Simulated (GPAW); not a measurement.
The system is MnO.

```
Mn O
1.0
     2.96949    0.00000    0.00000
    -1.48474    2.57165    0.00000
     0.00000    0.00000    2.89807
Mn O
1 1
Cartesian
  0.0000 0.0000 0.0000
  1.4847 0.8572 1.4490
```

Measurements of this composition are mostly on another form, of space group No. 225.

Alike in all runs: program GPAW 26.7.0; functional LDA; potentials or basis the program's PAW data sets (release 1.2.1) made for this functional; cutoff 800 eV; basis pw; k mesh 7 × 7 × 7; occupations gaussian, width 0.05 eV.

The same cell was started in several ways:

```csv
start,free energy over the lowest (meV/atom),net moment (μB),site or absolute moments (μB),gap
"collinear spin, zero start; fixed moment 0",642.8,0.00,-,-
"collinear spin, random start of up to 3.16 μB",0.0,4.48,Mn +3.97; O +0.14,none (metal or under the smearing width)
"collinear spin, ferromagnetic start of up to 4 μB",0.0,4.48,Mn +3.97; O +0.14,none (metal or under the smearing width)
```

Runs with fixed or held moments lie higher by the price of the constraint. A still lower state may exist.

Caveats: the cell is far from rest, so the order of the states can change on relaxing; a cell with one magnetic atom can't hold antiferromagnetic order, which such compounds often take (some runs); semilocal functionals often make such compounds metallic where correlation or magnetic order opens a gap, which also shifts bond lengths (some runs); the run has no moments, though such compounds are often magnetic (some runs); a magnetic state may lie lower (some runs).
